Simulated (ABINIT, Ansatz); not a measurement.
An input for Ansatz 0.2.0 (InP (F-43m)):

```yaml
crystal:
  lattice:
    - [0.0, 2.9305, 2.9305]
    - [2.9305, 0.0, 2.9305]
    - [2.9305, 2.9305, 0.0]
  atoms:
    - { symbol: In, position: [0.0, 0.0, 0.0] }
    - { symbol: P, position: [0.25, 0.25, 0.25] }
kpoints:
  mp_grid: { grid: [6, 6, 6] }
hamiltonian:
  xc: pbe
  pseudopotentials: { kind: nc, accuracy: stringent }
scf:
  occupations: { method: fixed }
gw:
  n_empty_bands: 184
  ecut_chi: 212.25
  qp_bands: [v2, c2]
  qp_kpoints: [[0.0, 0.0, 0.0]]
  screening: { model: contour_deformation }
  pair_densities: pseudo
basis:
  ecutwfc: 897.98
```

The database entry behind the starting cell differs from later determinations by our own check (0.1 to 0.3 % short, probably kX units), so it need not match the best structure at ambient conditions.

```sh
ansatz run input.yaml --threads 4 --pin off --max-ram 14745MiB --backend cpu --events-out ev --progress --plain --runs-dir out
```

Estimate wall time and host memory on 4 threads of Arm Neoverse V1, shared host.

It took 3.8 min; on shared hardware allow 1.9 min to 7.6 min. Peak host memory was 1.0 GiB. The sizes that set the cost: 3119 plane waves a state, 16 irreducible k points, 339 plane waves in the screening and 7 SCF cycles.

The screening grows as filled bands × empty bands × pairs of k points, times the square of the screening basis for the matrix.

[Paths, hosts, dates, memory and timing lines, banners, echoed tables and standing remarks are left out of the program output.]

[Logs are printed without paths, hosts, clocks, repeated set-up lines and the standing remarks that a program may print on its own settings, such as how far it seeks lower states.]

[Runs of the session that timed out or met a known fault of the program may be left out.]

[Hosts, paths, dates, database ids (printed as entryN), source tags and the programs' standing remarks are cut or masked in the printed files.]

[G0W0 gaps are taken among the corrected bands and points alone; a level outside them can change the order at an edge.]

[Where Ansatz stands beside ABINIT at settings called matched, ABINIT's density can come from a denser mesh and the files from another edition; pairs whose starting gaps differed by over 0.03 eV were left out, so agreement reads better than it is.]
